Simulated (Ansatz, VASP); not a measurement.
**Ca: VASP beside Ansatz**

INCAR

```
  ALGO = Fast
  EDIFF = 1E-6
  EDIFFG = -0.005
  ENCUT = 600
  GGA = PS
  IBRION = 2
  ISIF = 3
  ISMEAR = -1
  LASPH = True
  LCHARG = False
  LREAL = False
  LWAVE = False
  NELM = 100
  NSW = 100
  PREC = Accurate
  SIGMA = 0.05
```

File KPOINTS:

```
k-points
0
Gamma
  10 10 10
```

File POSCAR:

```
Ca
1.0
   -2.2694770646      2.2694770646      2.2694770646
    2.2694770646     -2.2694770646      2.2694770646
    2.2694770646      2.2694770646     -2.2694770646
Ca
1
Direct
    0.0000000000      0.0000000000      0.0000000000
```

Input for Ansatz:

```yaml
crystal:
  lattice:
    - [-2.2694770646, 2.2694770646, 2.2694770646]
    - [2.2694770646, -2.2694770646, 2.2694770646]
    - [2.2694770646, 2.2694770646, -2.2694770646]
  atoms:
    - { symbol: Ca, position: [0.0, 0.0, 0.0] }
kpoints:
  mp_grid: { grid: [10, 10, 10] }
scf:
  occupations: { method: fermi_dirac, width: 0.05 }
hamiltonian:
  xc: pbesol
  pseudopotentials: { kind: paw }
output:
  forces: true
  stress: true
  efg: { contact_densities: true }
relax:
  f_tol: 0.005
  max_steps: 80
  cell: {}
```

Alike in both runs: task relaxation of cell and atoms; functional PBEsol; k mesh 10 × 10 × 10; occupations fermi-dirac, width 0.05 eV; no spin polarisation.

```csv
,VASP,Ansatz
version,VASP 6.6.1,Ansatz 0.2.0
potentials or method,"VASP PAW PBE potentials, release 64 (Ca_sv)","PAW with Ansatz's default frozen-core files, scalar-relativistic"
plane-wave cutoff (eV),600,420
valence electrons in the cell,10,10
```

|  | VASP | Ansatz | Ansatz less VASP |
| --- | --- | --- | --- |
| relaxed volume (Å³/atom) | 40.49 | 40.45 | -0.042 |
| relaxed cell length with the largest relative difference (Å) | 3.747 | 3.746 | -0.0013 |
| energy change over the relaxation (meV/atom) | -42 | -43 | -1.1 |

Caveats: the PAW data sets were made with another functional, which shifts forces and pressure a little (VASP).
